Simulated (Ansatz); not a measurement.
# KF: the cost of one run

Program: Ansatz 0.2.0. Level of theory: DFT LDA, scalar-relativistic, plane waves, PAW. These are calculated values, not measurements.

72 further runs of the same task are left out: 72 set aside as unsound or not needed.

## Step 1: The structure to begin with

Symmetry: Fm-3m, No. 225, cubic system. Conventional cell: a = 5.163 Å, b = 5.163 Å, c = 5.163 Å, α = 90.00°, β = 90.00°, γ = 90.00°. Around K (site symmetry m-3m) lie 6 F at 2.58 Å. F (site symmetry m-3m) is surrounded by 6 K at 2.58 Å.

As a file:

```cif
data_structure
_symmetry_space_group_name_H-M 'P 1'
_symmetry_Int_Tables_number 1
_cell_length_a 3.6511
_cell_length_b 3.6511
_cell_length_c 3.6511
_cell_angle_alpha 60.000
_cell_angle_beta 60.000
_cell_angle_gamma 60.000
_cell_volume 34.42
loop_
_atom_site_label
_atom_site_type_symbol
_atom_site_fract_x
_atom_site_fract_y
_atom_site_fract_z
_atom_site_occupancy
K1 K 0.00000 0.00000 0.00000 1
F1 F 0.50000 0.50000 0.50000 1
```

It is the result of an earlier relaxation at this level (volume 17.21 Å³/atom; gap on the mesh: 6.36 eV).

## Step 2: Plan of the line

The energy is mapped over volume and the cell's shape.

First coordinate, volume per atom: 11 values from 15.831 to 18.585 Å³. Second coordinate, length along [111] over the lengths across it, relative to the cubic cell: 11 values from 0.923 to 1.083.

Nothing else is relaxed (symmetry fixes all fractional coordinates). Energies count from the relaxed crystal. Points are written as (first, second).

## Step 3: Grid point (16.107 Å³, 0.923)

input.yaml reads:

```yaml
crystal:
  lattice:
    - [-0.1331487577, 2.46065821, 2.46065821]
    - [2.46065821, -0.1331487577, 2.46065821]
    - [2.46065821, 2.46065821, -0.1331487577]
  atoms:
    - { symbol: K, position: [0.0, 0.0, 0.0] }
    - { symbol: F, position: [0.5, 0.5, 0.5] }
basis:
  ecutwfc: 520.0
kpoints:
  mp_grid: { grid: [8, 8, 8] }
hamiltonian:
  xc: lda
scf:
  occupations: { method: gaussian, width: 0.05 }
output:
  forces: true
  stress: true
  eigenvalues: true
```

Launch:

```console
$ ansatz run input.yaml --threads 1 --pin off --max-ram 2048MiB --backend cpu --events-out ev --progress --plain --runs-dir out
```

**Question.** How long does this run take on 1 thread of Arm Neoverse V2, shared host, and how much memory does it need?

About 1.5 s, with a peak of 0.29 GiB.
